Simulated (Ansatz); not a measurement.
Method: DFT PBE, scalar-relativistic, plane waves, PAW (Ansatz 0.2.0). Settings: cutoff 420 eV, Γ-centred meshes spaced at most about 0.3 Å⁻¹ (2π included), Gaussian smearing. No spin polarisation in the final relaxations.

Temperature and zero-point effects are left out. All come from trial cells, and lower structures may exist.

**Question.** Order these relaxed structures of NaH by energy, lowest first, with the energy over the lowest of them.
1.

```
Na H
1.0
     0.00000    2.41569    2.41569
     2.41569    0.00000    2.41569
     2.41569    2.41569    0.00000
Na H
1 1
Direct
  0.50000 0.50000 0.50000
  0.00000 0.00000 0.00000
```

2.

```
Na H
1.0
     1.63066   -5.79629    0.00000
     1.63066    5.79629    0.00000
     0.00000    0.00000    3.35388
Na H
2 2
Direct
  0.85521 0.14479 0.75000
  0.14479 0.85521 0.25000
  0.64388 0.35612 0.75000
  0.35612 0.64388 0.25000
```

**Answer.** 1 (0 meV/atom), 2 (63 meV/atom). Forms: 1 rock salt type, Fm-3m; 2 Cmcm. Counting H atoms around Na (those within 1.25 times the shortest such distance or 1.15 times the sum of covalent radii): cell 1 has Na 6; cell 2 has Na 5.

With hydrogen, zero-point motion can shift such differences by 10 meV/atom or more. Cells relaxed within their symmetry can be saddle points. The Fm-3m cell of NaH came from shaking the Cmcm one. The part of the Crystallography Open Database at hand lists NaH in space group No. 225; sharing a group (Fm-3m) doesn't make a cell the listed structure. Some structure types and database cells were kept out of the candidates from the start, so a known form may be missing.
